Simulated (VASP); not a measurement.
As:

```
CELL_PARAMETERS angstrom
2.70368 0.00000 0.00000
0.00000 2.70368 0.00000
0.00000 0.00000 2.70368
ATOMIC_POSITIONS crystal
As 0.50000 0.50000 0.50000
```

This isn't the form of As at room conditions, which is rhombohedral.

* Program: VASP 6.6.1
* Task: relaxation of cell and atoms
* Functional: PW91
* Potentials or basis: VASP PAW PBE potentials, release 64 (As)
* Cutoff: 600 eV
* k mesh: 10 × 10 × 10
* Occupations: fermi-dirac, width 0.05 eV
* Spin: no spin polarisation

At the start: pressure 2.8 GPa; volume 19.76 Å³/atom.

Where does the relaxation end?

Over 3 steps the energy falls by 5.4 meV/atom and the volume is 20.40 Å³/atom (+3.2 %); space group Pm-3m (No. 221, to 0.05 Å).

The path:
```tsv
step	energy change (eV)	largest force (eV/Å)	pressure (GPa)	volume (Å³)
1	0.0000	0.0000	2.77	19.76
2	-0.0039	0.0000	-1.35	20.76
3	-0.0054	0.0000	0.01	20.40
```

Final structure:
```
As
1.0
     2.73256    0.00000    0.00000
     0.00000    2.73256    0.00000
     0.00000    0.00000    2.73256
As
1
Direct
  0.50000 0.50000 0.50000
```

Caveat: the PAW data sets were made with another functional, which shifts forces and pressure a little.
